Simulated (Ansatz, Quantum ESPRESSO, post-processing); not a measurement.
# CaO(001): dielectric constant from slabs in a field, part 5 of 7

Wanted: electronic and ionic screening from finite-field slabs, the first being CaO(001), 5 layers.

Quantum ESPRESSO 7.5; plane-wave DFT, PBE, GBRV ultrasoft pseudopotentials; geometry by Ansatz 0.2.0 with PAW datasets.

So far. Step 6 (Potential by pp.x, 5 layers): The slope in the vacuum is 0.100 eV/Å for an applied 0.10 V/Å, as it should be. Step 7 (Clamped-ion dielectric constant from the field inside …): ε = 0.1000 / 0.0263 = 3.79.

## Step 10: Relaxing the ions, 5 layers: ions relaxed in a field of 0.1 V/Å

Then it is relaxed in the field: cations and anions move against each other.

File n5.r1.in:

```
&control
  prefix = 'n5.r1'
  outdir = './out'
  pseudo_dir = './pseudo'
  nstep = 30
  forc_conv_thr = 5e-05
  calculation = 'relax'
  tefield = .true.
  dipfield = .true.
  etot_conv_thr = 1e-07
/
&system
  ibrav = 0
  nat = 10
  ntyp = 2
  ecutwfc = 40
  ecutrho = 200
  occupations = 'fixed'
  edir = 3
  emaxpos = 0.97
  eopreg = 0.04
  eamp = 0.00194469
/
&electrons
  conv_thr = 1e-10
  mixing_beta = 0.5
  electron_maxstep = 120
/
&ions
/
ATOMIC_SPECIES
  Ca  40.0780  ca_pbe_v1.uspp.F.UPF
  O   15.9990  o_pbe_v1.2.uspp.F.UPF
CELL_PARAMETERS angstrom
  3.42239682090000 0.00000000000000 0.00000000000000
  0.00000000000000 3.42239682090000 0.00000000000000
  0.00000000000000 0.00000000000000 25.68000000000000
ATOMIC_POSITIONS crystal
  Ca  -0.000000000000 0.000000000000 0.313529360916
  O   0.500000000000 0.500000000000 0.314177118708
  Ca  0.500000000000 0.500000000000 0.405953176692
  O   -0.000000000000 0.000000000000 0.405622717587
  Ca  0.000000000000 0.000000000000 0.499999994402
  O   0.500000000000 0.500000000000 0.500000005462
  Ca  0.500000000000 0.500000000000 0.594046815072
  O   -0.000000000000 0.000000000000 0.594377289348
  Ca  0.000000000000 0.000000000000 0.686470626437
  O   0.500000000000 0.500000000000 0.685822895377
K_POINTS automatic
  8 8 1 0 0 0
```

Command:

```
OMP_NUM_THREADS=1 mpirun -n 8 pw.x -nk 4 -in n5.r1.in > n5.r1.out
```

Numbers of over 12 decimals in the logs are rounded to 6 here.

What it wrote:

```text
[banner, memory and clock lines left out]
Program PWSCF v.7.5 starts
[citation notice left out]

[...]
bravais-lattice index     =            0
     lattice parameter (alat)  =       6.4674  a.u.
     unit-cell volume          =    2029.7958 (a.u.)^3
     number of atoms/cell      =           10
     number of atomic types    =            2
     number of electrons       =        80.00
     number of Kohn-Sham states=           40
     kinetic-energy cutoff     =      40.0000  Ry
     charge density cutoff     =     200.0000  Ry
     scf convergence threshold =      1.0E-10
     mixing beta               =       0.5000
     number of iterations used =            8  plain     mixing
     energy convergence thresh.=      1.0E-07
     force convergence thresh. =      5.0E-05
     Exchange-correlation= SLA  PW   PBE  PBE
                           (   1   4   3   4   0   0   0)
     nstep                     =           30

[...]
PseudoPot. # 1 for Ca read from file:
     ./pseudo/ca_pbe_v1.uspp.F.UPF
     Pseudo is Ultrasoft + core correction, Zval = 10.0
     Generated by new atomic code, or converted to UPF format
     Using radial grid of  845 points,  6 beta functions with:
                l(1) =   0
                l(2) =   0
                l(3) =   1
                l(4) =   1
                l(5) =   2
                l(6) =   2
     Q(r) pseudized with  8 coefficients,  rinner =    1.500   1.500   1.500
                                                       1.500   1.500

     PseudoPot. # 2 for O  read from file:
     ./pseudo/o_pbe_v1.2.uspp.F.UPF
     Pseudo is Ultrasoft + core correction, Zval =  6.0
     Generated by new atomic code, or converted to UPF format
     Using radial grid of  737 points,  5 beta functions with:
                l(1) =   0
                l(2) =   0
                l(3) =   1
                l(4) =   1
                l(5) =   2
     Q(r) pseudized with  8 coefficients,  rinner =    0.900   0.900   0.900
                                                       0.900   0.900

     atomic species   valence    mass     pseudopotential
     Ca               10.00    40.07800     Ca( 1.00)
     O                 6.00    15.99900     O ( 1.00)

     No symmetry found

[...]
number of k points=    34
[...]
Dense  grid:    97011 G-vectors     FFT dimensions: (  30,  30, 225)

     Smooth grid:    69147 G-vectors     FFT dimensions: (  27,  27, 200)

     Check: negative core charge=   -0.000002

     Initial potential from superposition of free atoms

     starting charge      79.9727, renormalised to      80.0000

     negative rho (up, down):  1.383E-04 0.000E+00

     Adding external electric field

     Computed dipole along edir(3) :
        Dipole               -0.0000 Ry au,         -0.0000 Debye
        Dipole field         -0.0000 Ry au,

        E field amplitude [Ha a.u.]:  1.9447E-03
        Potential amp.        0.1812 Ry
        Total length         46.5870 bohr

     Starting wfcs are   70 randomized atomic wfcs

     per-process dynamical memory:    71.2 Mb

     Self-consistent Calculation

     iteration #  1     ecut=    40.00 Ry     beta= 0.50
     Davidson diagonalization with overlap
     ethr =  1.00E-02,  avg # of iterations =  1.0

     negative rho (up, down):  1.190E-04 0.000E+00

     Adding external electric field

     Computed dipole along edir(3) :
        Dipole                0.1047 Ry au,          0.2662 Debye
        Dipole field          0.0006 Ry au,

        E field amplitude [Ha a.u.]:  1.9447E-03
        Potential amp.        0.1208 Ry
        Total length         46.5870 bohr

     total energy              =    -536.33420225 Ry
     estimated scf accuracy    <       3.06484441 Ry

     iteration #  2     ecut=    40.00 Ry     beta= 0.50
[...]
negative rho (up, down):  1.709E-04 0.000E+00

[...]
Dipole                0.1476 Ry au,          0.3751 Debye
[...]
E field amplitude [Ha a.u.]:  1.9447E-03
[...]
total energy              =    -537.08542331 Ry
     estimated scf accuracy    <       2.28604452 Ry

     iteration #  3     ecut=    40.00 Ry     beta= 0.50
[...]
negative rho (up, down):  2.393E-04 0.000E+00

[...]
Dipole                0.0694 Ry au,          0.1763 Debye
[...]
E field amplitude [Ha a.u.]:  1.9447E-03
[...]
total energy              =    -537.45170299 Ry
     estimated scf accuracy    <       0.05831271 Ry

     iteration #  4     ecut=    40.00 Ry     beta= 0.50
[...]
negative rho (up, down):  2.615E-04 0.000E+00

[...]
Dipole                0.1139 Ry au,          0.2895 Debye
[...]
E field amplitude [Ha a.u.]:  1.9447E-03
[...]
total energy              =    -537.50203084 Ry
     estimated scf accuracy    <       0.17765500 Ry

     iteration #  5     ecut=    40.00 Ry     beta= 0.50
[...]
negative rho (up, down):  2.709E-04 0.000E+00

[...]
Dipole                0.1319 Ry au,          0.3353 Debye
[...]
E field amplitude [Ha a.u.]:  1.9447E-03
[...]
total energy              =    -537.48006516 Ry
     estimated scf accuracy    <       0.05739977 Ry

     iteration #  6     ecut=    40.00 Ry     beta= 0.50
[...]
negative rho (up, down):  2.791E-04 0.000E+00

[...]
Dipole                0.1180 Ry au,          0.2998 Debye
[...]
E field amplitude [Ha a.u.]:  1.9447E-03
[...]
total energy              =    -537.49761969 Ry
     estimated scf accuracy    <       0.01056435 Ry

[...]
iteration # 15     ecut=    40.00 Ry     beta= 0.50
[...]
negative rho (up, down):  2.792E-04 0.000E+00

[...]
Dipole                0.1202 Ry au,          0.3055 Debye
[...]
total energy              =    -537.49925319 Ry
     estimated scf accuracy    <          3.3E-10 Ry

     iteration # 18     ecut=    40.00 Ry     beta= 0.50
[...]
negative rho (up, down):  2.792E-04 0.000E+00

[...]
Dipole                0.1202 Ry au,          0.3054 Debye
[...]
E field amplitude [Ha a.u.]:  1.9447E-03
[...]
End of self-consistent calculation

          k = 0.0000 0.0000 0.0000 (  8737 PWs)   bands (ev):

   -36.8075 -36.5828 -36.3874 -36.2574 -36.1321 -18.0913 -17.8747 -17.7053
   -17.6751 -17.6751 -17.4528 -17.4514 -17.4514 -17.3483 -17.3483 -17.2133
   -17.1967 -17.1967 -17.0734 -17.0734 -13.9992 -13.8075 -13.7177 -13.5482
   -13.3274  -0.2257  -0.1723   0.2210   0.6319   0.9251   0.9251   1.0253
     1.0253   1.0880   1.1741   1.1741   1.3512   1.3512   1.5716   1.5716

          k = 0.0000 0.1250 0.0000 (  8725 PWs)   bands (ev):

   -36.8028 -36.5780 -36.3813 -36.2540 -36.1283 -18.0967 -17.8852 -17.8089
   -17.6990 -17.6666 -17.5883 -17.5220 -17.4425 -17.3369 -17.3212 -17.2936
   -17.1916 -17.1760 -17.1313 -17.0684 -13.8739 -13.7075 -13.6113 -13.4548
   -13.2334  -0.2686  -0.2176   0.1758   0.5001   0.6767   0.7691   0.7997
     0.8922   0.9007   0.9697   1.0268   1.0857   1.1920   1.2670   1.4151

[...]
highest occupied level (ev):     1.5716

!    total energy              =    -537.49925319 Ry
     estimated scf accuracy    <          2.7E-11 Ry

     The total energy is the sum of the following terms:
     one-electron contribution =   -4673.69248983 Ry
     hartree contribution      =    2357.28481746 Ry
     xc contribution           =     -96.77900327 Ry
     ewald contribution        =    1875.68780045 Ry
     electric field correction =      -0.00037799 Ry

     convergence has been achieved in  18 iterations

     negative rho (up, down):  2.792E-04 0.000E+00

     Forces acting on atoms (cartesian axes, Ry/au):

     atom    1 type  1   force =    -0.00000001   -0.00000001    0.00197438
     atom    2 type  2   force =     0.00000000    0.00000000   -0.00228623
     atom    3 type  1   force =    -0.00000000   -0.00000001    0.00226210
     atom    4 type  2   force =     0.00000000    0.00000000   -0.00227331
     atom    5 type  1   force =     0.00000000    0.00000000    0.00241519
     atom    6 type  2   force =     0.00000000    0.00000000   -0.00241645
     atom    7 type  1   force =    -0.00000000   -0.00000001    0.00240666
     atom    8 type  2   force =     0.00000000    0.00000000   -0.00236468
     atom    9 type  1   force =    -0.00000000   -0.00000000    0.00231516
     atom   10 type  2   force =     0.00000000    0.00000001   -0.00203281

     Total force =     0.007208     Total SCF correction =     0.000005

     BFGS Geometry Optimization
     Energy error            =      5.2E-05 Ry
     Gradient error          =      2.4E-03 Ry/Bohr

     number of scf cycles    =   1
     number of bfgs steps    =   0

     energy             new  =    -537.4992531893 Ry

     new trust radius        =       0.0024164526 bohr
     new conv_thr            =            1.0E-10 Ry

ATOMIC_POSITIONS (crystal)
Ca              -0.0000000012       -0.0000000012        0.3135700461
O                0.5000000002        0.5000000006        0.3141300073
Ca               0.5000000000        0.4999999989        0.4059997908
O                0.0000000001        0.0000000007        0.4055758725
Ca               0.0000000005        0.0000000005        0.5000497631
O                0.5000000002        0.5000000006        0.4999502106
Ca               0.4999999997        0.4999999987        0.5940964081
O                0.0000000006        0.0000000005        0.5943285614
Ca              -0.0000000002       -0.0000000002        0.6865183339
O                0.5000000003        0.5000000010        0.6857810062

[...]
NEW-OLD atomic charge density approx. for the potential

     Check: negative core charge=   -0.000002

     negative rho (up, down):  2.788E-04 0.000E+00

     Adding external electric field

     Computed dipole along edir(3) :
        Dipole                0.1202 Ry au,          0.3056 Debye
        Dipole field          0.0007 Ry au,

        E field amplitude [Ha a.u.]:  1.9447E-03
        Potential amp.        0.1118 Ry
        Total length         46.5870 bohr

     per-process dynamical memory:   115.3 Mb

[...]
!    total energy              =    -537.49929316 Ry
[...]
Total force =     0.003913     Total SCF correction =     0.000015
[...]
number of bfgs steps    =   1
[...]
energy             new  =    -537.4992931579 Ry
[...]
new trust radius        =       0.0026580979 bohr
[...]
!    total energy              =    -537.49930968 Ry
[...]
Total force =     0.001040     Total SCF correction =     0.000013
[...]
number of bfgs steps    =   2
[...]
energy             new  =    -537.4993096772 Ry
[...]
new trust radius        =       0.0011527103 bohr
[...]
!    total energy              =    -537.49931266 Ry
[...]
Total force =     0.000221     Total SCF correction =     0.000007
[...]
number of bfgs steps    =  11
[...]
energy             new  =    -537.4993126602 Ry
[...]
new trust radius        =       0.0003564125 bohr
[...]
Self-consistent Calculation

     iteration #  1     ecut=    40.00 Ry     beta= 0.50
     Davidson diagonalization with overlap
     ethr =  1.00E-06,  avg # of iterations =  2.0

     Threshold (ethr) on eigenvalues was too large:
     Diagonalizing with lowered threshold

     Davidson diagonalization with overlap
     ethr =  4.36E-10,  avg # of iterations =  4.8

     negative rho (up, down):  2.798E-04 0.000E+00

     Adding external electric field

     Computed dipole along edir(3) :
        Dipole                0.1502 Ry au,          0.3817 Debye
        Dipole field          0.0009 Ry au,

        E field amplitude [Ha a.u.]:  1.9447E-03
        Potential amp.        0.0946 Ry
        Total length         46.5870 bohr

     total energy              =    -537.49931271 Ry
     estimated scf accuracy    <       0.00000004 Ry

[...]
iteration #  7     ecut=    40.00 Ry     beta= 0.50
[...]
negative rho (up, down):  2.798E-04 0.000E+00

[...]
Dipole                0.1500 Ry au,          0.3813 Debye
[...]
E field amplitude [Ha a.u.]:  1.9447E-03
[...]
End of self-consistent calculation

          k = 0.0000 0.0000 0.0000 (  8737 PWs)   bands (ev):

   -36.7138 -36.6844 -36.3885 -36.2176 -36.1809 -18.0032 -17.9686 -17.7032
   -17.5821 -17.5821 -17.5513 -17.5513 -17.4456 -17.3477 -17.3477 -17.2309
   -17.1622 -17.1622 -17.1180 -17.1180 -13.9878 -13.7922 -13.7403 -13.4784
   -13.4092  -0.2026  -0.1868   0.2228   0.6346   0.9508   0.9508   1.0154
     1.0154   1.0679   1.1637   1.1637   1.4327   1.4327   1.4815   1.4815

          k = 0.0000 0.1250 0.0000 (  8725 PWs)   bands (ev):

   -36.7090 -36.6796 -36.3825 -36.2138 -36.1773 -18.0100 -17.9756 -17.7545
   -17.6982 -17.6280 -17.5735 -17.5426 -17.5403 -17.3364 -17.3122 -17.2731
   -17.2023 -17.1583 -17.1561 -17.1139 -13.8617 -13.6929 -13.6342 -13.3839
   -13.3161  -0.2510  -0.2257   0.1772   0.5014   0.6923   0.7662   0.8271
     0.8820   0.9297   0.9488   1.0140   1.1018   1.2072   1.2763   1.3229

[...]
-36.6826 -36.6532 -36.3500 -3
```

Elapsed: 7.4 min, on 8 MPI ranks of Arm Neoverse V2, shared host; peak memory 1 GiB.

Read from the output:

| Item | Value |
| --- | --- |
| free energy | -7313.0507 eV |
| dipole along the normal | 0.07947 e·Å |
| valence top, on the run's zero | 1.481 eV |

Against the field-free geometry the cations move by +0.0027 Å and the anions by -0.0027 Å along the field, on average.

## Step 11: Electrostatic potential, 5 layers

File n5.r1.pot.in:

```
&inputpp
  prefix = 'n5.r1'
  outdir = './out'
  filplot = 'n5.r1.pot.dat'
  plot_num = 11
/
```

Command:

```
OMP_NUM_THREADS=1 mpirun -n 8 pp.x -in n5.r1.pot.in > n5.r1.pot.out
```

It took 0.84 s on 8 MPI ranks; peak memory 0.11 GiB; 5.8 s of CPU time.

Numbers from this step:

| Item | Value |
| --- | --- |
| slope of the potential above | 0.1002 eV/Å |
| upper vacuum line continued to the top atoms, over the valence top | 3.933 eV |
| slope of the potential below | 0.09980 eV/Å |
| lower vacuum line continued to the bottom atoms, over the valence top | 4.203 eV |

The slope in the vacuum is 0.100 eV/Å for an applied 0.10 V/Å, as it should be.

## Step 12: Relaxed-ion response of the slab in a field, 5 layers

Numbers from this step:

| Quantity | Value |
| --- | --- |
| change of slope in the vacuum | 0.09996 eV/Å |
| polarisability a cell | 11.45 Å³ |
| sheet polarisability 4πα/A | 12.28 Å |
| change of slope inside | 0.005062 eV/Å |
| dielectric constant | 19.75 |

Running mean over one layer period, set to zero at the slab's centre. Table of change of the potential energy, second field less first by z:

z (Å), change of the potential energy, second field less first (eV) and a bar from the least value:
```
        0     -0.142 ###########
        1     -0.510 
        2     -0.470 #
        3     -0.370 ####
        4     -0.271 #######
        5     -0.173 ##########
        6     -0.084 #############
        7     -0.028 ###############
        8     -0.021 ###############
        9     -0.024 ###############
       10     -0.021 ###############
       11     -0.011 ###############
       12     -0.003 ###############
       13      0.001 ################
       14      0.007 ################
       15      0.015 ################
       16      0.022 ################
       17      0.022 ################
       18      0.018 ################
       19      0.038 #################
       20      0.110 ###################
       21      0.204 ######################
       22      0.303 #########################
       23      0.402 ############################
       24      0.477 ##############################
       25      0.167 #####################
```

With free ions the inner slope is small and wavy, so this ratio hangs on the window of the fit and is not taken as the result.

ε = 0.1000 / 0.0051 = 19.75.

## Step 13: Geometry from Ansatz, 9 layers

Level of this step: plane-wave DFT, PBE, Ansatz PAW (Ansatz 0.2.0).

System of this step: CaO(001), 9 layers. The cell holds 18 atoms: 9 Ca and 9 O. Cell: a = 3.422 Å, b = 3.422 Å, c = 35.360 Å, α = 90.0°, β = 90.0°, γ = 90.0°. It derives from CaO. Vacuum lies along c.

File input.yaml:

```yaml
crystal:
  lattice:
    - [3.4223968209, 0.0, 0.0]
    - [0.0, 3.4223968209, 0.0]
    - [0.0, 0.0, 35.36]
  atoms:
    - { symbol: Ca, position: [0.0, 0.0, 0.2262443439] }
    - { symbol: O, position: [0.5, 0.5, 0.2262443439] }
    - { symbol: Ca, position: [0.5, 0.5, 0.2946832579] }
    - { symbol: O, position: [0.0, 0.0, 0.2946832579] }
    - { symbol: Ca, position: [0.0, 0.0, 0.3631221719] }
    - { symbol: O, position: [0.5, 0.5, 0.3631221719] }
    - { symbol: Ca, position: [0.5, 0.5, 0.431561086] }
    - { symbol: O, position: [0.0, 0.0, 0.431561086] }
    - { symbol: Ca, position: [0.0, 0.0, 0.5] }
    - { symbol: O, position: [0.5, 0.5, 0.5] }
    - { symbol: Ca, position: [0.5, 0.5, 0.568438914] }
    - { symbol: O, position: [0.0, 0.0, 0.568438914] }
    - { symbol: Ca, position: [0.0, 0.0, 0.6368778281] }
    - { symbol: O, position: [0.5, 0.5, 0.6368778281] }
    - { symbol: Ca, position: [0.5, 0.5, 0.7053167421] }
    - { symbol: O, position: [0.0, 0.0, 0.7053167421] }
    - { symbol: Ca, position: [0.0, 0.0, 0.7737556561] }
    - { symbol: O, position: [0.5, 0.5, 0.7737556561] }
kpoints:
  mp_grid: { grid: [8, 8, 1] }
hamiltonian:
  xc: pbe
scf:
  occupations: { method: fixed }
  convergence: { dr2_threshold: 1.0e-09 }
efield:
  axis: 3
  dipole_correction: true
  ramp_position: 0.97
  ramp_width: 0.04
relax:
  f_tol: 0.003
output:
  write_potential: true
  write_density: true
  volumetric_format: npy
```

Command:

```
ansatz run input.yaml --threads 8 --pin off --max-ram 16384MiB --backend cpu --events-out ev --progress --plain --runs-dir out
```

What it wrote:

```text
[...]
Crystal: 18 atoms, lattice volume = 414.165 Å³
Basis set: ecut = 420 eV, 8075 PW (Γ), exchange–correlation on 48×48×480 points (8 copies of the dense FFT grid, shifted against one another)
Bands: 90, of which v1, the nominal top of the filled ones, is band 72 counted from 1 (71 counted from 0)
Symmetry: 8 space group operations
k-points: 15 of 64
[...]
- { symbol: O, position: [0.5, 0.5, 0.500000] }
    - { symbol: Ca, position: [0.5, 0.5, 0.568231] }
    - { symbol: O, position: [0, 0.0, 0.568254] }
    - { symbol: Ca, position: [0, 0.0, 0.636476] }
    - { symbol: O, position: [0.5, 0.5, 0.636381] }
    - { symbol: Ca, position: [0.5, 0.5, 0.704773] }
    - { symbol: O, position: [0, 0.0, 0.705037] }
    - { symbol: Ca, position: [0, 0.0, 0.771900] }
    - { symbol: O, position: [0.5, 0.5, 0.771420] }
[key lines of the parts left out:]
SCF converged after 8 iterations
Free energy (F): -21488.556041 eV
Fermi energy:    3.103163 eV
Dipole field:    D = 0.000000 V/Å  (p = 0.000000 e·Å, saw-weighted, corrected)
Work function:   Φ+ = 4.0845 eV   Φ− = 4.0845 eV
```

The job ended after 25 s (8 threads; peak memory 1.7 GiB).

The steps of the relaxation:

```csv
step,energy less that of the first step (eV),largest force component (eV/Å)
1,0.0000,0.2168
2,-0.0154,0.1719
3,-0.0195,0.0683
4,-0.0203,0.0016
```

The atoms that moved most (Å):

```csv
atom,dx,dy,dz,length
O2,0.000,0.000,0.083,0.083
O18,0.000,0.000,-0.083,0.083
Ca17,0.000,0.000,-0.066,0.066
Ca1,0.000,0.000,0.066,0.066
Ca15,0.000,0.000,-0.019,0.019
Ca3,0.000,0.000,0.019,0.019
O6,0.000,0.000,0.018,0.018
O14,0.000,0.000,-0.018,0.018
```

Final coordinates:

```cif
data_structure
_symmetry_space_group_name_H-M 'P 1'
_symmetry_Int_Tables_number 1
_cell_length_a 3.4224
_cell_length_b 3.4224
_cell_length_c 35.3600
_cell_angle_alpha 90.000
_cell_angle_beta 90.000
_cell_angle_gamma 90.000
_cell_volume 414.16
loop_
_atom_site_label
_atom_site_type_symbol
_atom_site_fract_x
_atom_site_fract_y
_atom_site_fract_z
_atom_site_occupancy
Ca1 Ca 0.00000 0.00000 0.22810 1
O2 O 0.50000 0.50000 0.22858 1
Ca3 Ca 0.50000 0.50000 0.29523 1
O4 O 0.00000 0.00000 0.29496 1
Ca5 Ca 0.00000 0.00000 0.36352 1
O6 O 0.50000 0.50000 0.36362 1
Ca7 Ca 0.50000 0.50000 0.43177 1
O8 O 0.00000 0.00000 0.43175 1
Ca9 Ca 0.00000 0.00000 0.50000 1
O10 O 0.50000 0.50000 0.50000 1
Ca11 Ca 0.50000 0.50000 0.56823 1
O12 O 0.00000 0.00000 0.56825 1
Ca13 Ca 0.00000 0.00000 0.63648 1
O14 O 0.50000 0.50000 0.63638 1
Ca15 Ca 0.50000 0.50000 0.70477 1
O16 O 0.00000 0.00000 0.70504 1
Ca17 Ca 0.00000 0.00000 0.77190 1
O18 O 0.50000 0.50000 0.77142 1
```

The relaxation lowers the energy by 1 meV an atom.

Numbers from this step:

- free energy: -21488.5560 eV
- gap by band count: 2.994 eV
- dipole along the normal: 3.93e-7 e·Å
- valence top, on the run's zero: 3.103 eV
- vacuum level at the upper face over the valence top of the mesh: 4.084 eV
- vacuum level at the lower face over the valence top of the mesh: 4.084 eV

(Part 5 of 7 ends here.)

[Logs are printed without paths, hosts, clocks, repeated set-up lines and the standing remarks that a program may print on its own settings, such as how far it seeks lower states.]

[Hosts, paths, dates, database ids (printed as entryN), source tags and the programs' standing remarks are cut or masked in the printed files.]

[Maps of the electrostatic potential energy from Ansatz leave out the sawtooth potential of an applied field or a dipole correction, so their vacuum need not be flat; planar profiles and work functions include it.]
